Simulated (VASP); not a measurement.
# CuO (P-6m2) in VASP: a series of runs

One crystal, CuO, is run at these levels: LDA, PBE; tasks: electron localisation function, relaxation of cell and atoms.

All numbers are computed with VASP 6.6.1; they aren't measurements. Logs are shortened: lines on timing, memory, paths and dates and some standing lists are left out, and cuts for length are marked.

### Step 1. The crystal as given

The structure is hexagonal, space group P-6m2 (No. 187). The conventional cell has a = 2.836 Å, b = 2.836 Å, c = 2.768 Å, α = 90.00°, β = 90.00°, γ = 120.00°. Around Cu (site symmetry -6m2) lie 6 O at 2.14 Å. O (site symmetry -6m2) has 6 Cu at 2.14 Å as nearest neighbours.

Measurements of this composition are mostly on another form, of space group No. 15.

### Step 2. Electron localisation function, LDA

The input, INCAR:

```
  PREC = Accurate
  ENCUT = 520
  EDIFF = 1E-6
  ISMEAR = 0
  SIGMA = 0.02
  LREAL = False
  LASPH = True
  NELM = 60
  ALGO = Normal
  ISIF = 2
  LWAVE = False
  LCHARG = True
  LELF = True
```

The input, KPOINTS:

```
Automatic mesh
0
Gamma
  11 11 10
```

The input, POSCAR:

```
CuO
1.0
    2.8363251100      0.0000000000      0.0000000000
   -1.4181625500      2.4563296000      0.0000000000
    0.0000000000      0.0000000000      2.7681127800
Cu O
1 1
Direct
    0.0000000000      0.0000000000      0.0000000000
    0.6666666667      0.3333333333      0.5000000000
```

Potentials or basis: VASP PAW LDA potentials, release 64 (Cu, O).

On the command line:

```console
cat potpaw_LDA.64/Cu/POTCAR potpaw_LDA.64/O/POTCAR > POTCAR
mpirun -np 1 vasp_std > vasp.out
```

OUTCAR:

```text
PREC = Accurate
   ENCUT = 520
   EDIFF = 1E-6
   ISMEAR = 0
   LREAL = False
   LASPH = True
   NELM = 60
   ISIF = 2

 ion  position               nearest neighbor table
   1  0.000  0.000  0.000-   2 2.14   2 2.14   2 2.14   2 2.14   2 2.14   2 2.14
   2  0.667  0.333  0.500-   1 2.14   1 2.14   1 2.14   1 2.14   1 2.14   1 2.14

  LATTYP: Found a hexagonal cell.
 ALAT       =     2.8363251100
 C/A-ratio  =     0.9759504544

  Lattice vectors:

 A1 = (   2.8363251100,   0.0000000000,   0.0000000000)
 A2 = (  -1.4181625500,   2.4563296000,   0.0000000000)
 A3 = (   0.0000000000,   0.0000000000,   2.7681127800)

Analysis of symmetry for initial positions (statically):
=====================================================================
 Subroutine PRICEL returns:
 Original cell was already a primitive cell.

 Routine SETGRP: Setting up the symmetry group for a
 hexagonal supercell.

 Subroutine GETGRP returns: Found 12 space group operations
 (whereof 12 operations were pure point group operations)
 out of a pool of 24 trial point group operations.

The static configuration has the point symmetry D_3h.

Analysis of symmetry for dynamics (positions and initial velocities):
=====================================================================
 Subroutine PRICEL returns:
 Original cell was already a primitive cell.

 Routine SETGRP: Setting up the symmetry group for a
 hexagonal supercell.

 Subroutine GETGRP returns: Found 12 space group operations
 (whereof 12 operations were pure point group operations)
 out of a pool of 24 trial point group operations.

The dynamic configuration has the point symmetry D_3h.

 Subroutine INISYM returns: Found 12 space group operations
 (whereof 12 operations are pure point group operations),
 and found     1 'primitive' translations

----------------------------------------------------------------------------------------

                                     Primitive cell

  volume of cell :      19.2853

  direct lattice vectors                    reciprocal lattice vectors
     2.836325110  0.000000000  0.000000000     0.352568892  0.203555744  0.000000000
    -1.418162550  2.456329600  0.000000000     0.000000000  0.407111489  0.000000000
     0.000000000  0.000000000  2.768112780     0.000000000  0.000000000  0.361256957

  length of vectors
     2.836325110  2.836325109  2.768112780     0.407111488  0.407111489  0.361256957

  position of ions in fractional coordinates (direct lattice)
     0.000000000  0.000000000  0.000000000
     0.666666667  0.333333333  0.500000000

  ion indices of the primitive-cell ions
   primitive index   ion index
                 1           1
                 2           2

----------------------------------------------------------------------------------------

 KPOINTS: Automatic mesh

Automatic generation of k-mesh.
 Grid dimensions read from file:
 generate k-points for:   11   11   10

 Generating k-lattice:

  Cartesian coordinates                     Fractional coordinates (reciprocal lattice)
     0.032051717  0.018505068  0.000000000     0.090909091  0.000000000  0.000000000
     0.000000000  0.037010135  0.000000000     0.000000000  0.090909091  0.000000000
     0.000000000  0.000000000  0.036125696     0.000000000  0.000000000  0.100000000

  Length of vectors
     0.037010135  0.037010135  0.036125696

  Shift w.r.t. Gamma in fractional coordinates (k-lattice)
     0.000000000  0.000000000  0.000000000

 Subroutine IBZKPT returns following result:
 ===========================================

 Found     96 irreducible k-points:

 Following reciprocal coordinates:
            Coordinates               Weight
  0.000000  0.000000  0.000000      1.000000
  0.090909  0.000000  0.000000      6.000000
  0.181818 -0.000000  0.000000      6.000000
  0.272727  0.000000  0.000000      6.000000
  0.363636  0.000000  0.000000      6.000000
  0.454545  0.000000  0.000000      6.000000
[... 16 lines left out ...]
  0.090909  0.090909  0.100000     12.000000
  0.181818  0.090909  0.100000     24.000000
 [... further k-points ...]
   k-points           NKPTS =     96   k-points in BZ     NKDIM =     96   number of bands    NBANDS=     12
   number of dos      NEDOS =    301   number of ions     NIONS =      2
   total plane-waves  NPLWV =  13824
   dimension x,y,z NGX =    24 NGY =   24 NGZ =   24
   dimension x,y,z NGXF=    48 NGYF=   48 NGZF=   48
   ions per type =               1   1
   NGX,Y,Z   is equivalent  to a cutoff of  14.07, 14.07, 14.41 a.u.
   NGXF,Y,Z  is equivalent  to a cutoff of  28.13, 28.13, 28.83 a.u.
 SYSTEM =  unknown system
   PREC   = accura    normal or accurate (medium, high low for compatibility)
   ISTART =      0    job   : 0-new  1-cont  2-samecut
   ICHARG =      2    charge: 1-file 2-atom 10-const
   ISPIN  =      1    spin polarized calculation?
   LNONCOLLINEAR =      F non collinear calculations
   LSORBIT =      F    spin-orbit coupling
   LASPH  =      T    aspherical Exc in radial PAW
   ENCUT  =  520.0 eV  38.22 Ry    6.18 a.u.   5.27  5.27  5.15*2*pi/ulx,y,z
   NELM   =     60;   NELMIN=  2; NELMDL= -5     # of ELM steps
   EDIFF  = 0.1E-05   stopping-criterion for ELM
   LREAL  =      F    real-space projection
   EDIFFG = 0.1E-04   stopping-criterion for IOM
   NSW    =      0    number of steps for IOM
   IBRION =     -1    ionic relax: 0-MD 1-quasi-New 2-CG
   NFREE  =      0    steps in history (QN), initial steepest desc. (CG)
   ISIF   =      2    stress and relaxation
   ISYM   =      2    0-nonsym 1-usesym 2-fastsym
   POTIM  = 0.5000    time-step for ionic-motion
   TEBEG  =    0.0;   TEEND  =   0.0 temperature during run
   PSTRESS=    0.0 pullay stress
   NELECT =      17.0000    total number of electrons
   NUPDOWN=      -1.0000    fix difference up-down
   EMIN   =  10.00;   EMAX   =-10.00  energy-range for DOS
   EFERMI =   0.00;   METHOD = LEGACY
   ISMEAR =     0;   SIGMA  =   0.02  broadening in eV -4-tet -1-fermi 0-gaus
   EFERMI_NEDOS =   21; number of points for ismear=-14 and -15
   IALGO  =     38    algorithm
   IMIX   =      4    mixing-type and parameters
     AMIX     =   0.40;   BMIX     =  1.00
     AMIX_MAG =   1.60;   BMIX_MAG =  1.00
  volume/ion in A,a.u.               =       9.64        65.07
  Fermi-wavevector in a.u.,A,eV,Ry     =   1.569696  2.966296 33.524031  2.463947
  Thomas-Fermi vector in A             =   2.671540
   LORBIT       =      0    0 simple, 1 ext, 2 COOP (PROOUT), +10 PAW based schemes
   GGA     = CA    functional components
   LHFCALC =     F    Hartree Fock is set to
   AEXX    =    0.0000 exact exchange contribution
   IVDW    =     0    specifies the selected vdW correction
   LEPSILON=     F    determine dielectric tensor
   LRPA    =     F    only Hartree local field effects (RPA)
 non-spin polarized calculation
 Gauss-broadening in eV      SIGMA  =   0.02
  energy-cutoff  :      520.00
  volume of cell :       19.29
 maximum number of plane-waves:       533
 NGX is ok and might be reduce to    24
   NGX = 11   NGY = 11   NGZ = 11

 number of electron      17.0000005 magnetization

 Free energy of the ion-electron system (eV)
  ---------------------------------------------------
  ext. energy  EPLUGINS =         0.00000000
  ---------------------------------------------------
  free energy    TOTEN  =       -10.91055408 eV

  energy without entropy =      -10.90938749  energy(sigma->0) =      -10.90997079

 E-fermi :   5.4436     XC(G=0): -12.8473

 val. band max:        5.4424790466   @ k =   0.3636   0.0000   0.3000
 cond. band min:       5.4544735677   @ k =   0.2727   0.0000   0.3000
 fundamental gap:      0.0119945211
 Fermi energy:         5.4435575042

 k-point     1 :       0.0000    0.0000    0.0000
  band No.  band energies     occupation
      1     -13.4766      2.00000
      2       1.8761      2.00000
      3       1.8761      2.00000
      4       2.2293      2.00000
      5       2.8460      2.00000
      6       3.6604      2.00000
      7       3.6604      2.00000
      8       5.3390      2.00000
      9       5.3390      2.00000
     10       6.5742      0.00000
     11      20.4989      0.00000
     12      21.9360      0.00000

 k-point     2 :       0.0909    0.0000    0.0000
  band No.  band energies     occupation
      1     -13.3889      2.00000
      2       1.5677      2.00000
      3       1.9233      2.00000
      4       2.2928      2.00000
      5       2.5708      2.00000
      6       3.6512      2.00000
      7       3.9895      2.00000
      8       4.9032      2.00000
      9       5.2553      2.00000
     10       7.2412      0.00000
     11      20.5312      0.00000
     12      20.7497      0.00000

 k-point     3 :       0.1818   -0.0000    0.0000
  band No.  band energies     occupation
      1     -13.1440      2.00000
      2       0.7978      2.00000
      3       2.0556      2.00000
      4       2.1632      2.00000
      5       2.4290      2.00000
      6       3.6268      2.00000
      7       4.4148      2.00000
      8       4.5426      2.00000
      9       5.0318      2.00000
     10       8.3403      0.00000
     11      18.6467      0.00000
     12      20.8678      0.00000
[... 286 lines left out ...]
 k-point    23 :       0.0909    0.0909    0.1000
  band No.  band energies     occupation
      1     -13.1437      2.00000
      2       1.0937      2.00000
      3       1.5700      2.00000
      4       2.0066      2.00000
      5       2.7231      2.00000
      6       3.5569      2.00000
      7       4.1483      2.00000
      8       4.6833      2.00000
      9       5.1668      2.00000
     10       8.4971      0.00000
     11      19.3045      0.00000
     12      20.2061      0.00000

 k-point    24 :       0.1818    0.0909    0.1000
  band No.  band energies     occupation
      1     -12.8554      2.00000
      2       0.3281      2.00000
      3       1.5077      2.00000
      4       2.0508      2.00000
      5       2.7017      2.00000
      6       3.5366      2.00000
      7       4.2087      2.00000
      8       4.6774      2.00000
      9       4.9976      2.00000
     10       9.5120      0.00000
     11      17.6196      0.00000
     12      20.4626      0.00000

 [... further k-points ...]

------------------------ aborting loop because EDIFF is reached ----------------------------------------

  FORCE on cell =-STRESS in cart. coord.  units (eV):
  Direction    XX          YY          ZZ          XY          YZ          ZX
  --------------------------------------------------------------------------------------
  -------------------------------------------------------------------------------------
  Total       -1.4114429     -1.4114429     -3.0062116     -0.0000000      0.0000000      0.0000000
  in kB     -117.2593418   -117.2593419   -249.7489675     -0.0000002      0.0000000      0.0000000
  external PRESSURE =    -161.4225504 kB  Pullay stress =       0.0000000 kB

 VOLUME and BASIS-vectors are now :
 -----------------------------------------------------------------------------
  energy-cutoff  :      520.00
  volume of cell :       19.29
      direct lattice vectors                 reciprocal lattice vectors
     2.836325110  0.000000000  0.000000000     0.352568892  0.203555744  0.000000000
    -1.418162550  2.456329600  0.000000000     0.000000000  0.407111489  0.000000000
     0.000000000  0.000000000  2.768112780     0.000000000  0.000000000  0.361256957

 POSITION                                       TOTAL-FORCE (eV/Angst)
 -----------------------------------------------------------------------------------
      0.00000      0.00000      0.00000         0.000000      0.000000      0.000000
      1.41816      0.81878      1.38406        -0.000000     -0.000000      0.000000
 -----------------------------------------------------------------------------------
    total drift:                               -0.000000      0.000000      0.000000

  FREE ENERGIE OF THE ION-ELECTRON SYSTEM (eV)
  ---------------------------------------------------
  free  energy   TOTEN  =       -10.9105540781 eV

  energy  without entropy=      -10.9093874927  energy(sigma->0) =      -10.90997079
```

It took 12 s on 1 thread of AMD EPYC 9R45 (Zen 5), shared host; peak memory 0.11 GiB.

What came out:

* Free energy: -10.9106 eV
* Pressure: -16.1 GPa
* Band gap on the k mesh: none (metal or under the smearing width)

Stress tensor (GPa, compression positive):
```
-11.73   0.00   0.00
  0.00 -11.73   0.00
  0.00   0.00 -24.97
```

Levels at points of the mesh, in eV from the Fermi level:
| k point | band 7 | band 8 | band 9 | band 10 | band 11 | band 12 |
| --- | --- | --- | --- | --- | --- | --- |
| (0.00, 0.00, 0.00) | -1.78 | -0.10 | -0.10 | 1.13 | 15.06 | 16.49 |
| (0.00, 0.00, 0.50) | -1.50 | -0.17 | -0.17 | 7.09 | 7.58 | 20.81 |

Caveat: so large a pressure means that the cell lies far from this level's equilibrium, or that cutoff or potentials fall short; an odd number of electrons without spin polarisation forces a metal; a magnetic or distorted state may lie lower; the run has no spin polarisation, though such a crystal can be magnetic; semilocal functionals often make such compounds metallic where correlation or magnetic order opens a gap, which also shifts bond lengths. With open d or f shells a metallic result of LDA can be an artefact of self-interaction; +U or a hybrid may open a gap.

(Part 1 of 2 ends here.)
